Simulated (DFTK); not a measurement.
# MoS2 (P-3m1) in DFTK: reference runs

Aim: a first look at MoS2 with PBE, on the cell as given and on a disturbed one.

Everything below comes from runs of DFTK 0.8.2. Logs are shortened: lines on timing, memory, paths and dates and some standing lists are left out, and cuts for length are marked.

## Step 1: The structure

The structure is trigonal, space group P-3m1 (No. 164). The conventional cell has a = 3.227 Å, b = 3.227 Å, c = 6.312 Å, α = 90.00°, β = 90.00°, γ = 120.00°. Around Mo (site symmetry -3m) lie 6 S at 2.42 Å. S (site symmetry 3m) is surrounded by 3 Mo at 2.42 Å.

Measurements of this composition are mostly on another form, of space group No. 194.

## Step 2: Single point, PBE

Contents of run.jl:

```julia
using DFTK
using PseudoPotentialData
using Unitful, UnitfulAtomic
using LinearAlgebra, Printf
include("save.jl")
disable_threading()

# lattice vectors are the columns
lattice = austrip(1u"Å") * [  3.2274645616  -1.6137322808            0.0;
                      0.0   2.7950663001            0.0;
                      0.0            0.0     6.31247342]
symbols   = [:Mo, :S, :S]
positions = [[0.0, 0.0, 0.5],
             [0.6666666667, 0.3333333333, 0.74468068],
             [0.3333333333, 0.6666666667, 0.25531932]]
pseudopotentials = PseudoFamily("dojo.nc.sr.pbe.v0_4_1.standard.upf")
elements = Dict(s => ElementPsp(s, pseudopotentials) for s in unique(symbols))
atoms    = [elements[s] for s in symbols]

build_model(lattice, positions; symmetries=true) =
    model_DFT(lattice, atoms, positions;
              functionals=PBE(),
              temperature=austrip(0.05u"eV"),
              smearing=Smearing.FermiDirac(),
              symmetries)
Ecut  = 40.0  # hartree
kgrid = [9, 9, 4]
tol   = 1e-6
to_GPa = ustrip(uconvert(u"GPa", 1u"hartree/bohr^3"))

model = build_model(lattice, positions)
basis = PlaneWaveBasis(model; Ecut, kgrid)
display(basis)
scfres = self_consistent_field(basis;
                               tol,
                               nbandsalg=AdaptiveBands(model; n_bands_converge=18))
display(scfres.energies)
@printf "Fermi level: %.6f eV\n" ustrip(auconvert(u"eV", something(scfres.εF, NaN)))
forces = compute_forces_cart(scfres)
println("Forces (eV/Å)")
for (s, f) in zip(symbols, forces)
    @printf "%-3s %12.6f %12.6f %12.6f\n" s ustrip.(auconvert.(u"eV/Å", f))...
end
stress = compute_stresses_cart(scfres)
println("Stress (GPa)")
display(round.(stress * to_GPa; digits=4))
println("Levels at the first k-point (eV): ", round.(ustrip.(auconvert.(u"eV", scfres.eigenvalues[1][1:scfres.n_bands_converge])); digits=4))
save_scf!(scfres; forces, stress)
```

Potentials or basis: dojo.nc.sr.pbe.v0_4_1.standard.upf (PBE).

Started as:

```sh
$ julia --threads=1 run.jl  # save.jl only writes the numbers to a file and isn't shown; printed stress counts tension as positive; times include loading and compiling
```

Output:

```text
PlaneWaveBasis discretization:

    Ecut                 : 40.0 Ha
    fft_size             : (40, 40, 72), 115200 total points
    kgrid                : MonkhorstPack([9, 9, 4])
    num.   red. kpoints  : 324
    num. irred. kpoints  : 43

    Discretized Model(gga_x_pbe+gga_c_pbe, 3D):
        lattice (in Bohr)    : [6.09902   , -3.04951  , 0         ]
                               [0         , 5.28191   , 0         ]
                               [0         , 0         , 11.9288   ]
        unit cell volume     : 384.28 Bohr³

        atoms                : MoS₂
        pseudopot. family    : PseudoFamily("dojo.nc.sr.pbe.v0_4_1.standard.upf")

        num. electrons       : 26
        spin polarization    : none
        temperature          : 0.0018375 Ha
        smearing             : DFTK.Smearing.FermiDirac()

        terms                : Kinetic()
                               AtomicLocal()
                               AtomicNonlocal()
                               Ewald(nothing)
                               PspCorrection()
                               Hartree()
                               Xc(gga_x_pbe, gga_c_pbe)
                               Entropy()
n     Energy            log10(ΔE)   log10(Δρ)   Diag   Δtime
---   ---------------   ---------   ---------   ----   ------
  1   -92.14402600171                   -0.53    5.7    20.4s
  2   -92.40550630644       -0.58       -1.01    2.3    12.3s
  3   -92.41748308255       -1.92       -1.34    3.5    13.3s
  4   -92.41901400837       -2.82       -1.93    2.0    10.5s
  5   -92.41910683508       -4.03       -2.40    1.4    9.94s
  6   -92.41912355013       -4.78       -3.08    2.9    12.0s
  7   -92.41912445758       -6.04       -3.56    2.3    12.5s
  8   -92.41912450709       -7.31       -4.10    2.3    10.3s
  9   -92.41912452004       -7.89       -4.70    3.0    12.4s
 10   -92.41912452059       -9.26       -5.07    2.3    12.1s
 11   -92.41912452072       -9.89       -5.96    2.3    10.5s
 12   -92.41912452072      -11.50       -6.30    4.2    14.5s
Energy breakdown (in Ha):
    Kinetic             29.9706871
    AtomicLocal         -91.4895401
    AtomicNonlocal      11.6159576
    Ewald               -57.0820387
    PspCorrection       2.2999471
    Hartree             28.9233189
    Xc                  -16.6571305
    Entropy             -0.0003260

    total               -92.419124520718
Fermi level: 7.798782 eV
Forces (eV/Å)
Mo      0.000000     0.000000     0.000000
S      -0.000000     0.000000     0.291328
S       0.000000    -0.000000    -0.291328
Stress (GPa)
3×3 StaticArraysCore.SMatrix{3, 3, Float64, 9} with indices SOneTo(3)×SOneTo(3):
 -0.1738   0.0      0.0
  0.0     -0.1738   0.0
  0.0      0.0     -3.0573
Levels at the first k-point (eV): [-54.0007, -28.0283, -28.0011, -28.0011, -7.0355, -5.5957, 1.1442, 3.7682, 3.7682, 5.9664, 6.7493, 6.8525, 6.8525, 7.4758, 7.4758, 10.9844, 10.9844, 13.8624]
```

It took 5.2 min on 1 thread of AMD EPYC 7R43 (Zen 3), shared host; peak memory 2.4 GiB.

What came out:

- Free energy: -2514.8525 eV
- Pressure: 1.1 GPa
- Largest force: 0.291 eV/Å
- Band gap on the k mesh: none (metal or under the smearing width)

Forces in eV/Å, atoms in the order of the input:
```
Mo   0.000  0.000  0.000
S    0.000  0.000  0.291
S    0.000  0.000 -0.291
```

Stress tensor (GPa, compression positive):
```
0.17 0.00 0.00
0.00 0.17 0.00
0.00 0.00 3.06
```

Caveat: this functional lacks dispersion, which binds the layers, so the pressure and a relaxed spacing across them are unreliable.

## Step 3: Single point, PBE (atoms moved at random, drawn with an rms of 0.05 Å)

run.jl, as its differences from that of step 2:

```diff
@@ -12,5 +12,5 @@
 symbols   = [:Mo, :S, :S]
-positions = [[0.0, 0.0, 0.5],
-             [0.6666666667, 0.3333333333, 0.74468068],
-             [0.3333333333, 0.6666666667, 0.25531932]]
+positions = [[-0.005971, -0.018267, 0.499297],
+             [0.655641, 0.322237, 0.748237],
+             [0.333808, 0.686877, 0.252564]]
 pseudopotentials = PseudoFamily("dojo.nc.sr.pbe.v0_4_1.standard.upf")
```

Potentials or basis: dojo.nc.sr.pbe.v0_4_1.standard.upf (PBE).

Started as:

```sh
$ julia --threads=1 run.jl  # save.jl only writes the numbers to a file and isn't shown; printed stress counts tension as positive; times include loading and compiling
```

Output:

```text
PlaneWaveBasis discretization:

    Ecut                 : 40.0 Ha
    fft_size             : (40, 40, 72), 115200 total points
    kgrid                : MonkhorstPack([9, 9, 4])
    num.   red. kpoints  : 324
    num. irred. kpoints  : 324

    Discretized Model(gga_x_pbe+gga_c_pbe, 3D):
        lattice (in Bohr)    : [6.09902   , -3.04951  , 0         ]
                               [0         , 5.28191   , 0         ]
                               [0         , 0         , 11.9288   ]
        unit cell volume     : 384.28 Bohr³

        atoms                : MoS₂
        pseudopot. family    : PseudoFamily("dojo.nc.sr.pbe.v0_4_1.standard.upf")

        num. electrons       : 26
        spin polarization    : none
        temperature          : 0.0018375 Ha
        smearing             : DFTK.Smearing.FermiDirac()

        terms                : Kinetic()
                               AtomicLocal()
                               AtomicNonlocal()
                               Ewald(nothing)
                               PspCorrection()
                               Hartree()
                               Xc(gga_x_pbe, gga_c_pbe)
                               Entropy()
n     Energy            log10(ΔE)   log10(Δρ)   Diag   Δtime
---   ---------------   ---------   ---------   ----   ------
  1   -92.13593314148                   -0.53    5.3     115s
  2   -92.40411450549       -0.57       -1.01    2.2    70.5s
  3   -92.41651812039       -1.91       -1.34    3.6    82.1s
  4   -92.41805274046       -2.81       -1.93    2.0    63.7s
  5   -92.41815199758       -4.00       -2.41    1.5    56.8s
  6   -92.41816812544       -4.79       -3.08    2.9    74.1s
  7   -92.41816896237       -6.08       -3.50    2.4    69.6s
  8   -92.41816902449       -7.21       -4.05    2.3    62.6s
  9   -92.41816903873       -7.85       -4.52    3.1    77.0s
 10   -92.41816903977       -8.98       -4.87    2.2    63.7s
 11   -92.41816903998       -9.69       -5.38    2.2    66.4s
 12   -92.41816904000      -10.71       -5.80    2.7    69.7s
 13   -92.41816904000   +  -12.89       -6.44    2.4    66.0s
Energy breakdown (in Ha):
    Kinetic             29.9411201
    AtomicLocal         -90.4572646
    AtomicNonlocal      11.6112619
    Ewald               -57.5987853
    PspCorrection       2.2999471
    Hartree             28.4312418
    Xc                  -16.6453684
    Entropy             -0.0003217

    total               -92.418169039996
Fermi level: 7.802691 eV
Forces (eV/Å)
Mo     -0.259776     0.380580     0.265751
S       0.052903     0.131566    -0.121233
S       0.206907    -0.512212    -0.144511
Stress (GPa)
3×3 StaticArraysCore.SMatrix{3, 3, Float64, 9} with indices SOneTo(3)×SOneTo(3):
 -0.199    0.4331   0.6602
  0.4331   1.688   -2.7495
  0.6602  -2.7495  -0.748
Levels at the first k-point (eV): [-53.9941, -28.0295, -27.999, -27.9661, -6.9841, -5.5801, 1.1706, 3.8575, 3.9401, 5.9994, 6.6109, 6.7586, 6.8329, 7.6331, 7.7026, 10.7392, 11.0132, 13.9469]
```

It took 30 min on 1 thread of AMD EPYC 7R43 (Zen 3), shared host; peak memory 7.9 GiB.

Results:

```yaml
Free_energy: -2514.8265 eV
Pressure: -0.2 GPa
Largest_force: 0.571 eV/Å
Band_gap_on_the_k_mesh: none (metal or under the smearing width)
```

Forces in eV/Å, atoms in the order of the input:
```
Mo  -0.260  0.381  0.266
S    0.053  0.132 -0.121
S    0.207 -0.512 -0.145
```

Stress tensor (GPa, compression positive):
```
 0.20 -0.43 -0.66
-0.43 -1.69  2.75
-0.66  2.75  0.75
```

Levels at points of the mesh, in eV from the Fermi level:
| k point | band 11 | band 12 | band 13 | band 14 | band 15 | band 16 |
| --- | --- | --- | --- | --- | --- | --- |
| (0.00, 0.00, 0.00) | -1.19 | -1.04 | -0.97 | -0.17 | -0.10 | 2.94 |
| (0.00, 0.00, -0.50) | -1.10 | -0.99 | -0.33 | -0.21 | -0.01 | 3.10 |
